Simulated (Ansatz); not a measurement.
The system is Ge.

```
CELL_PARAMETERS angstrom
-2.49590 2.65086 1.43695
2.49590 -2.65086 1.43695
2.49590 2.65086 -1.43695
ATOMIC_POSITIONS crystal
Ge 0.31406 0.06406 0.25000
Ge 0.68594 0.93594 0.75000
```

This isn't the form of Ge at room conditions, which is diamond.

| Property | Result |
| --- | --- |
| Program | Ansatz 0.2.0 |
| Task | relaxation of cell and atoms |
| Functional | PBEsol0 |
| Potentials or basis | Ansatz PAW |
| Cutoff | 420 eV (not typed: the program's choice for these potentials) |
| k mesh | 6 × 6 × 6 |
| Occupations | fermi-dirac, width 0.05 eV |
| Spin | no spin polarisation |

At the start: volume 19.01 Å³/atom.

Where does the relaxation end?

It ends after 8 steps and the volume is 17.97 Å³/atom (-5.5 %); space group Imma (No. 74, to 0.05 Å).

The path:
```tsv
step	energy change (eV)	largest force (eV/Å)	volume (Å³)
1	0.0000	0.0412	38.03
2	-0.0403	0.0937	35.29
3	-0.0480	0.0724	36.03
4	-0.0497	0.0508	36.08
5	-0.0507	0.0253	35.83
6	-0.0510	0.0012	35.96
7	-0.0513	0.0005	35.95
8	-0.0506	0.0004	35.95
```

Final structure:
```xyz
2
Lattice="-2.4467 2.6783 1.3715 2.4467 -2.6783 1.3715 2.4467 2.6783 -1.3715" Properties=species:S:1:pos:R:3 pbc="T T T"
Ge    0.0000    1.3391    0.2141
Ge    2.4467    1.3391    1.1573
```

Caveat: the k mesh is coarse (spacing up to 0.42 Å⁻¹), so the values aren't converged, least of all with exact exchange; the plane-wave basis is chosen anew once the cell has moved, so the energies of steps on either side of that aren't comparable; the PAW data sets come from PBE, with cores solved anew for the run's functional, which leaves a small shift of forces and pressure.
